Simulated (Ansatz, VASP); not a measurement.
## One calculation of Cl, two programs

The input INCAR:

```
PREC = Accurate
ENCUT = 520
EDIFF = 1E-6
ISMEAR = -1
SIGMA = 0.1
LREAL = False
LASPH = True
NELM = 60
ALGO = Normal
ISIF = 2
LWAVE = False
LCHARG = False
GGA = RE
NBANDS = 10
```

The input KPOINTS:

```
Automatic mesh
0
Gamma
  17 17 17
```

File POSCAR:

```
Cl
1.0
   -1.7544276415      1.7544276415      1.7544276415
    1.7544276415     -1.7544276415      1.7544276415
    1.7544276415      1.7544276415     -1.7544276415
Cl
1
Direct
    0.0000000000      0.0000000000      0.0000000000
```

Input for Ansatz:

```yaml
crystal:
  lattice:
    - [-1.7544276415, 1.7544276415, 1.7544276415]
    - [1.7544276415, -1.7544276415, 1.7544276415]
    - [1.7544276415, 1.7544276415, -1.7544276415]
  atoms:
    - { symbol: Cl, position: [0.0, 0.0, 0.0] }
kpoints:
  mp_grid: { grid: [17, 17, 17] }
scf:
  occupations: { method: fermi_dirac, width: 0.1 }
hamiltonian:
  xc: revpbe
  pseudopotentials: { kind: nc }
output:
  forces: true
  stress: true
  eigenvalues: true
basis:
  xc_grid: 3
```

The real solid is made of molecules; this cell is a model form.

Alike in both runs: task single point; functional revPBE; k mesh 17 × 17 × 17; occupations fermi-dirac, width 0.1 eV; no spin polarisation.

|  | VASP | Ansatz |
| --- | --- | --- |
| version | VASP 6.6.1 | Ansatz 0.2.0 |
| potentials or method | VASP PAW PBE potentials, release 64 (Cl) | norm-conserving pseudopotentials, scalar-relativistic |
| plane-wave cutoff (eV) | 520 | 789 |
| valence electrons in the cell | 7 | 7 |

```tsv
	VASP	Ansatz	Ansatz less VASP
gap on the k mesh at the Fermi level (eV)	none	none	-
pressure (GPa)	2.0	2.0	+0.06
```

A gap of «none» marks a metal or a gap that the smearing closes. With one functional, cell and mesh, what is left measures potentials, basis and numerics.

Caveats: the PAW data sets were made with another functional, which shifts forces and pressure a little (VASP); an odd number of electrons without spin polarisation forces a metal; a magnetic or distorted state may lie lower.
